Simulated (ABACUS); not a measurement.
Set up this calculation in ABACUS 3.10.1, as the native input.

```
Task                                          : single point
Functional                                    : PBE
Potentials or basis                           : PseudoDojo NC SR 0.4.1 PBE standard
Cutoff                                        : 1361 eV
Density cutoff                                : 5442 eV
Basis                                         : DZP LCAO (the cutoffs set its grid)
k mesh                                        : 11 × 11 × 11
Occupations                                   : fermi-dirac, width 0.05 eV
Spin                                          : no spin polarisation
Orbital files                                 : Mg Mg_confined-atom_8au_3s2p1d.orb, O O_confined-atom_6au_2s2p1d.orb
Radial cutoff of the potentials (pseudo_rcut) : 10 bohr
SCF threshold on the density                  : 1e-07
Max SCF steps                                 : 100
Eigensolver                                   : genelpa
Mixing                                        : broyden
Mixing share                                  : 0.7
Symmetry key                                  : 1
Bands                                         : 12
```

Crystal: MgO.

```
CELL_PARAMETERS angstrom
0.00000 2.09700 2.09700
2.09700 0.00000 2.09700
2.09700 2.09700 0.00000
ATOMIC_POSITIONS crystal
Mg 0.98355 0.02051 0.98418
O 0.50225 0.49698 0.50691
```

The cell is a database's computed one.

The cell isn't the ideal one: atoms moved at random, drawn with an rms of 0.05 Å.

These files were run (other wordings do the same):

INPUT

```
INPUT_PARAMETERS
suffix              MgO
calculation         scf
basis_type          lcao
pseudo_dir          ./
orbital_dir         ./
symmetry            1
dft_functional      pbe
ecutwfc             100
pseudo_rcut         10
nspin               1
nbands              12
ks_solver           genelpa
smearing_method     fd
smearing_sigma      0.00367493
scf_thr             1e-07
scf_nmax            100
mixing_type         broyden
mixing_beta         0.7
cal_force           1
cal_stress          1
out_mul             1
```

STRU

```
ATOMIC_SPECIES
Mg 24.3050 Mg.upf
O 15.9990 O.upf

NUMERICAL_ORBITAL
Mg_confined-atom_8au_3s2p1d.orb
O_confined-atom_6au_2s2p1d.orb

LATTICE_CONSTANT
1.8897261246

LATTICE_VECTORS
0.0000000000 2.0970013927 2.0970013927
2.0970013927 0.0000000000 2.0970013927
2.0970013927 2.0970013927 0.0000000000

ATOMIC_POSITIONS
Direct

Mg
0.0
1
-0.0164450000 0.0205070000 -0.0158170000 1 1 1

O
0.0
1
0.5022520000 0.4969790000 0.5069060000 1 1 1
```

KPT

```
K_POINTS
0
Gamma
11 11 11 0 0 0
```

Potentials or basis: PseudoDojo NC SR 0.4.1 PBE standard, DZP LCAO (the cutoffs set its grid).

Launch:

```console
$ OMP_NUM_THREADS=1 mpirun -np 4 abacus > log
```

Results of the run:

| Item | Value |
| --- | --- |
| Pressure | 8.5 GPa |
| Largest force | 0.564 eV/Å |
| Band gap on the k mesh | 4.86 eV, direct |
| Mulliken charges | Mg +1.14; O -1.14 e |

Caveat: the atomic orbitals were generated for these runs and aren't a published set; Mulliken charges move with the basis; an odd mesh through Γ misses points on the zone boundary, where band edges often lie; the basis of atomic orbitals isn't converged, which shifts pressures, moduli and gaps.

Run time: 9 s on 4 MPI ranks on INTEL(R) XEON(R) PLATINUM 8581C CPU @ 2.10GHz (Emerald Rapids) (shared host), peak memory 0.48 GiB a rank.
